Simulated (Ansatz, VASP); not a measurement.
## Two plane-wave programs on Be

```xyz
2
Lattice="2.3955 0.1380 0.0000 -1.0783 1.8676 0.0000 0.0000 0.0000 3.8292" Properties=species:S:1:pos:R:3 pbc="T T T"
Be    0.2195    1.3718    0.9573
Be    1.0977    0.6338    2.8719
```

Alike in both runs: task single point; functional PBEsol; k mesh 18 × 18 × 10; occupations gaussian, width 0.1 eV; no spin polarisation.

|  | VASP | Ansatz |
| --- | --- | --- |
| version | VASP 6.6.1 | Ansatz 0.2.0 |
| potentials or method | VASP PAW PBE potentials, release 64 (Be) | scalar-relativistic, plane waves, PAW |
| plane-wave cutoff (eV) | 520 | 420 |
| valence electrons in the cell | 4 | 4 |

Ansatz gave:

| Quantity | Value |
| --- | --- |
| gap on the k mesh at the Fermi level (eV) | none |
| pressure (GPa) | -7.2 |
| largest component of the traceless stress (GPa) | 15.43 |
| rms of the force components (eV/Å) | 0.266 |

Task: What did VASP give for the same quantities?

Result: gap on the k mesh at the Fermi level (eV): none; pressure (GPa): -7.0; largest component of the traceless stress (GPa): 15.57; rms of the force components (eV/Å): 0.268.

Atom by atom the forces differ by 0.002 eV/Å (rms over components). A gap of «none» marks a metal or a gap that the smearing closes. The functional is the same, so the differences come from potentials, cutoffs and numerics. Ansatz warned: «structure_snapped_to_symmetry».

Caveats: the PAW data sets were made with another functional, which shifts forces and pressure a little (VASP).
